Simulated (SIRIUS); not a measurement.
# Zn (P-1) in SIRIUS: single point with PBE

Aim: the single point of Zn with PBE.

Everything below comes from runs of SIRIUS 7.10.0. Logs are shortened: lines on timing, memory, paths and dates and some standing lists are left out, and cuts for length are marked. The log counts tension as positive stress, the text compression.

## 1. The cell of the first run

The typed cell holds 2 atoms: a = 2.718 Å, b = 2.718 Å, c = 4.438 Å, α = 90.00°, β = 90.00°, γ = 109.47°.

This isn't the form of Zn at room conditions, which is hcp.

## 2. Single point, PBE (atoms moved at random, drawn with an rms of 0.05 Å)

Input file sirius.json:

```json
{
  "control": {
    "processing_unit": "cpu",
    "verbosity": 2,
    "num_bands_to_print": 29,
    "print_forces": true,
    "print_stress": true
  },
  "parameters": {
    "electronic_structure_method": "pseudopotential",
    "xc_functionals": ["XC_GGA_X_PBE", "XC_GGA_C_PBE"],
    "gk_cutoff": 9.2,
    "pw_cutoff": 18.4,
    "ngridk": [10, 10, 6],
    "shiftk": [0, 0, 0],
    "smearing": "fermi_dirac",
    "smearing_width": 0.0018374661,
    "num_bands": 29,
    "num_mag_dims": 0,
    "num_dft_iter": 100,
    "energy_tol": 1e-08,
    "density_tol": 1e-06
  },
  "iterative_solver": {
    "type": "davidson",
    "min_tolerance": 1e-09,
    "tolerance_scale": [0.1, 0.25]
  },
  "mixer": {
    "type": "anderson",
    "beta": 0.7,
    "max_history": 8
  },
  "settings": {
    "tol_ne": 1e-10,
    "pseudo_grid_cutoff": 6.5
  },
  "unit_cell": {
    "lattice_vectors": [
      [-0.57735026919, 0.57735026919, 0.57735026919],
      [0.57735026919, -0.57735026919, 0.57735026919],
      [1.154700538379, 1.154700538379, 0.0]
    ],
    "lattice_vectors_scale": 5.1356176097,
    "atom_coordinate_units": "lattice",
    "atom_types": ["Zn"],
    "atom_files": {
      "Zn": "Zn.json"
    },
    "atoms": {
      "Zn": [
        [0.019626, 0.928565, 0.008625],
        [0.500834, 0.53839, 0.495777]
      ]
    }
  }
}
```

Potentials or basis: PseudoDojo 0.4.1 PBE standard (scalar relativistic).

Run with:

```
> upf_to_json Zn.upf
> OMP_NUM_THREADS=1 sirius.scf --input=sirius.json --output=out.json --task=0
```

Output:

```text
[info] SIRIUS version : 7.10.0
[info] number of MPI ranks           : 1
[info] MPI grid                      : 1 1
[info] maximum number of OMP threads : 1
[fft] FFT context for density and potential
[fft] =====================================
[fft]   comm size                             : 1
[fft]   plane wave cutoff                     : 18.4
[fft]   grid size                             : 36 36 54   total : 69984
[fft]   grid limits                           : -17 18   -17 18   -26 27
[fft]   number of G-vectors within the cutoff : 10939
[fft]   local number of G-vectors             : 10939
[fft]   number of G-shells                    : 3033
[fft] FFT context for coarse grid
[fft] =====================================
[fft]   comm size                             : 1
[fft]   plane wave cutoff                     : 18.4
[fft]   grid size                             : 36 36 54   total : 69984
[fft]   grid limits                           : -17 18   -17 18   -26 27
[fft]   number of G-vectors within the cutoff : 10939
[fft]   local number of G-vectors             : 10939
[fft]   number of G-shells                    : 3033
[unit cell] lattice vectors
[unit cell]   a1 :      -2.9650502094      2.9650502094      2.9650502094
[unit cell]   a2 :       2.9650502094     -2.9650502094      2.9650502094
[unit cell]   a3 :       5.9301004188      5.9301004188      0.0000000000
[unit cell] reciprocal lattice vectors
[unit cell]   b1 :      -0.5297705657      0.5297705657      1.0595411314
[unit cell]   b2 :       0.5297705657     -0.5297705657      1.0595411314
[unit cell]   b3 :       0.5297705657      0.5297705657      0.0000000000
[unit cell] unit cell volume :       208.53845083 [a.u.^3]
[unit cell] 1/sqrt(omega)    :         0.06924795
[unit cell] MT volume        :         0.00000000 ( 0.00%)
[unit cell] IT volume        :       208.53845083 (100.00%)
[unit cell] number of atom types : 1
[unit cell] type id : 0 symbol : Zn mt_radius :  13.250000 num_atoms : 2
[unit cell] total number of atoms : 2
[unit cell] number of symmetry classes : 1
[unit cell] number of PAW atoms : 0
[unit cell] atom id  type id  class id             position                      vector_field
[unit cell] ------------------------------------------------------------------------------------------
[unit cell]      0        0        0      0.01963   0.92856   0.00863      0.00000   0.00000   0.00000
[unit cell]      1        0        0      0.50083   0.53839   0.49578      0.00000   0.00000   0.00000
[unit cell] atom id         position (Cartesian, a.u.)
[unit cell] ---------------------------------------------
[unit cell]      0       2.746197   -2.643903    2.811434
[unit cell]      1       3.051363    2.828652    3.081351
[unit cell] class id : 0 atom id : 0 1
[unit cell] minimum bond length:     4.923985
[unit cell] total number of pseudo wave-functions: 20
[sym] space group number   : 2
[sym] international symbol : P-1
[sym] Hall symbol          : -P 1
[sym] space group transformation matrix :
[sym]   1.0000  0.0000  0.0000
[sym]   0.0000  1.0000  0.0000
[sym]   0.0000  0.0000  1.0000
[sym] space group origin shift :
[sym]   0.7398  0.7665  0.7478
[... 285 lines left out ...]
[find] Efermi                         :       0.54032157
[find] iteration : 10, RMS : 8.971277721336e-07, energy difference : -2.043179847533e-09
[find] Hartree energy of density residual : 4.110877972655e-11
[find] bands are converged : true
[find] iterative solver converged : true
[find] converged after 11 SCF iterations!
[find] Charges and magnetic moments
[find] --------------------------------------------------------------------------------
[find] total charge          : 40.000000
[find] Energy
[find] --------------------------------------------------------------------------------
[find] valence_eval_sum               :     -38.66901224
[find] <rho|V^{XC}>                   :     -50.61277934
[find] <rho|E^{XC}>                   :     -44.90899198
[find] <mag|B^{XC}>                   :       0.00000000
[find] <rho|V^{H}>                    :     279.84374193
[find] one-electron contribution      :    -267.89997483 (Ha),    -535.79994966 (Ry)
[find] hartree contribution           :     139.92187096
[find] xc contribution                :     -44.90899198
[find] ewald contribution             :    -245.19168791
[find] PAW contribution               :       0.00000000
[find] smearing (-TS)                 :      -0.00023410
[find] SCF correction                 :      -0.00004764
[find] Total energy                   :    -418.07883139 (Ha),    -836.15766279 (Ry)
[find] Free energy (E-TS)             :    -418.07906550 (Ha),    -836.15813099 (Ry)
[find] band gap (eV)                  :       0.00000000
[find] Efermi                         :       0.54032157
[ground_state] === stress tensor components [kbar] ===
[ground_state] === stress_kin ===
[ground_state] -173517.903383  -30.646216  -17.760099
[ground_state]   -30.646216-173513.031741    9.140291
[ground_state]   -17.760099    9.140291-173531.335995
[ground_state] === stress_har ===
[ground_state] -66256.980485   95.027968  884.621832
[ground_state]    95.027968-66400.077276 -468.049421
[ground_state]   884.621832 -468.049421-64747.450341
[ground_state] === stress_ewald ===
[ground_state] 114648.217416  103.633914 1237.987539
[ground_state]   103.633914114459.559211 -585.916138
[ground_state]  1237.987539 -585.916138116813.445041
[ground_state] === stress_vloc ===
[ground_state] 13694.370472 -190.712064-2116.109515
[ground_state]  -190.71206414026.117607 1058.936023
[ground_state] -2116.109515 1058.93602310030.095299
[ground_state] === stress_xc ===
[ground_state]  8828.295710   -0.114747    0.500046
[ground_state]    -0.114747 8828.283828   -0.221897
[ground_state]     0.500046   -0.221897 8829.497460
[ground_state] === stress_core ===
[ground_state] 10569.759713   -0.060505   -0.155522
[ground_state]    -0.06050510569.798320    0.141980
[ground_state]    -0.155522    0.14198010569.518832
[ground_state] === stress_nonloc ===
[ground_state] 92028.744078   11.303367   11.400400
[ground_state]    11.30336792026.061484   -8.016622
[ground_state]    11.400400   -8.01662292046.358546
[ground_state] === stress_us_nl ===
[ground_state] 92028.744078   11.303367   11.400400
[ground_state]    11.30336792026.061484   -8.016622
[ground_state]    11.400400   -8.01662292046.358546
[ground_state] === stress_total ===
[ground_state]    -5.496480  -11.568282    0.484680
[ground_state]   -11.568282   -3.288567    6.014217
[ground_state]     0.484680    6.014217   10.128842
[ground_state] ==== total Forces in Ha/bohr =====
[ground_state] atom:    0, force:      -0.0048020     -0.0009193      0.0028022
[ground_state] atom:    1, force:       0.0048020      0.0009193     -0.0028022
[ground_state] ==== ultrasoft contribution from Qij =====
[ground_state] atom:    0, force:       0.0000000      0.0000000      0.0000000
[ground_state] atom:    1, force:       0.0000000      0.0000000      0.0000000
[ground_state] ==== non-local contribution from Beta-projector =====
[ground_state] atom:    0, force:      -0.0017884     -0.0122087      0.0271713
[ground_state] atom:    1, force:       0.0017884      0.0122087     -0.0271713
[ground_state] ==== contribution from local potential =====
[ground_state] atom:    0, force:       1.4310476      1.7713618     -0.7388443
[ground_state] atom:    1, force:      -1.4310476     -1.7713618      0.7388443
[ground_state] ==== contribution from core density =====
[ground_state] atom:    0, force:       0.0001064      0.0005790     -0.0007295
[ground_state] atom:    1, force:      -0.0001064     -0.0005790      0.0007295
[ground_state] ==== Ewald forces from ions =====
[ground_state] atom:    0, force:      -1.4341454     -1.7606292      0.7152006
[ground_state] atom:    1, force:       1.4341454      1.7606292     -0.7152006
[~DFT_ground_state] local op. applied: 217140
[~DFT_ground_state] evp. work count: 30745.2
[~DFT_ground_state] number of iterative solver steps: 9756
```

Wall time 6.5 min (1 thread of Arm Neoverse V2, shared host); peak memory 1.5 GiB.

Results:

| Property | Result |
| --- | --- |
| Free energy | -11376.5109 eV |
| Pressure | 0.0 GPa |
| Largest force | 0.290 eV/Å |
| Band gap on the k mesh | none (metal or under the smearing width) |

Forces in eV/Å, atoms in the order of the input:
```
Zn  -0.247 -0.047  0.144
Zn   0.247  0.047 -0.144
```
